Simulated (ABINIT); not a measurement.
The system is C.

```xyz
2
Lattice="0.0000 1.7834 1.7834 1.7834 0.0000 1.7834 1.7834 1.7834 0.0000" Properties=species:S:1:pos:R:3 pbc="T T T"
C     2.6751    2.6751    2.6751
C     1.7834    1.7834    1.7834
```

This isn't the form of C at room conditions, which is graphite.

Base run:

```yaml
Program: ABINIT 10.8.3 (patched build)
Functional: PBE
Potentials_or_basis: JTH PAW PBE v2.0
Cutoff: 626 eV
k_mesh: 13 × 13 × 13
Occupations: fermi-dirac, width 0.05 eV
Spin: no spin polarisation
```

Its results: band gap on the k mesh 4.14 eV, indirect (least direct gap 5.59 eV); pressure 1.3 GPa.

Q: The run is repeated on the same cell with these changes: functional from PBE to PBEsol. What comes out?

A: Band gap on the k mesh 4.01 eV, indirect (least direct gap 5.54 eV); pressure -5.4 GPa.

PBEsol binds more tightly than PBE, so the same cell stands under less pressure.

Caveats: an odd mesh through Γ misses points on the zone boundary, where band edges often lie; the atomic spheres overlap; the PAW data sets were made with another functional, which shifts forces and pressure a little (some runs).
